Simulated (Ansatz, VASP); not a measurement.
**Two plane-wave programs on SiO2 (Stishovite)**

```xyz
6
Lattice="4.2266 0.0000 0.0000 0.0000 4.2266 0.0000 0.0000 0.0000 2.6953" Properties=species:S:1:pos:R:3 pbc="T T T"
Si    0.0000    0.0000    0.0000
Si    2.1133    2.1133    1.3476
O     1.2938    1.2938    0.0000
O     0.8195    3.4071    1.3476
O     2.9329    2.9329    0.0000
O     3.4071    0.8195    1.3476
```

Alike in both runs: task single point; functional r2SCAN; k mesh 6 × 6 × 8; no spin polarisation.

|  | VASP | Ansatz |
| --- | --- | --- |
| version | VASP 6.6.1 | Ansatz 0.2.0 |
| potentials or method | VASP PAW PBE potentials, release 64 (Si, O) | plane waves, PAW |
| plane-wave cutoff (eV) | 520 | 500 |
| occupations | gaussian, width 0.01 eV | fixed |
| valence electrons in the cell | 32 | 32 |

Ansatz gave:

```
gap on the k mesh at the Fermi level (eV)       : 5.97
pressure (GPa)                                  : -9.4
largest component of the traceless stress (GPa) : 1.35
rms of the force components (eV/Å)              : 0.094
```

Task: Estimate VASP's values.

Result: gap on the k mesh at the Fermi level (eV): 5.96; pressure (GPa): -9.0; largest component of the traceless stress (GPa): 0.80; rms of the force components (eV/Å): 0.085.

Atom by atom the forces differ by 0.009 eV/Å (rms over components).

Caveats: the PAW data sets were made with another functional, which shifts forces and pressure a little (VASP). A k mesh can miss the band edges. r2SCAN opens gaps a little over a GGA but as a rule still falls short of measured ones.
